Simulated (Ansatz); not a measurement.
Crystal: ZrC.

```
CELL_PARAMETERS angstrom
0.00000 2.36500 2.36500
2.36500 0.00000 2.36500
2.36500 2.36500 0.00000
ATOMIC_POSITIONS crystal
Zr 0.50000 0.50000 0.50000
C 0.00000 0.00000 0.00000
```

| Property | Result |
| --- | --- |
| Program | Ansatz 0.2.0 |
| Task | relaxation of cell and atoms |
| Functional | PBEsol |
| Potentials or basis | Ansatz PAW |
| Cutoff | 420 eV (not typed: the program's choice for these potentials) |
| k mesh | 10 × 10 × 10 |
| Occupations | fermi-dirac, width 0.05 eV |
| Spin | no spin polarisation |
| Hubbard terms | Zr d U = 3.5 eV |

At the start: volume 13.23 Å³/atom.

**Question.** Where does the relaxation end?

**Answer.** It ends after 5 steps and the volume is 13.02 Å³/atom (-1.6 %); space group Fm-3m (No. 225, to 0.05 Å).

The path:
```
step  energy change (eV)  largest force (eV/Å)  volume (Å³)
   1              0.0000                0.0000        26.46
   2             -0.0014                0.0000        25.64
   3             -0.0052                0.0000        26.04
   4             -0.0052                0.0000        26.03
   5             -0.0048                0.0000        26.03
```

Final structure:
```cif
data_structure
_symmetry_space_group_name_H-M 'P 1'
_symmetry_Int_Tables_number 1
_cell_length_a 3.3267
_cell_length_b 3.3267
_cell_length_c 3.3267
_cell_angle_alpha 60.000
_cell_angle_beta 60.000
_cell_angle_gamma 60.000
_cell_volume 26.03
loop_
_atom_site_label
_atom_site_type_symbol
_atom_site_fract_x
_atom_site_fract_y
_atom_site_fract_z
_atom_site_occupancy
Zr1 Zr 0.50000 0.50000 0.50000 1
C1 C 0.00000 0.00000 0.00000 1
```

Caveat: the plane-wave basis is chosen anew once the cell has moved, so the energies of steps on either side of that aren't comparable; U without spin polarisation on a metal has little footing; the PAW data sets come from PBE, with cores solved anew for the run's functional, which leaves a small shift of forces and pressure; the U is typed as a test and isn't derived for this compound.
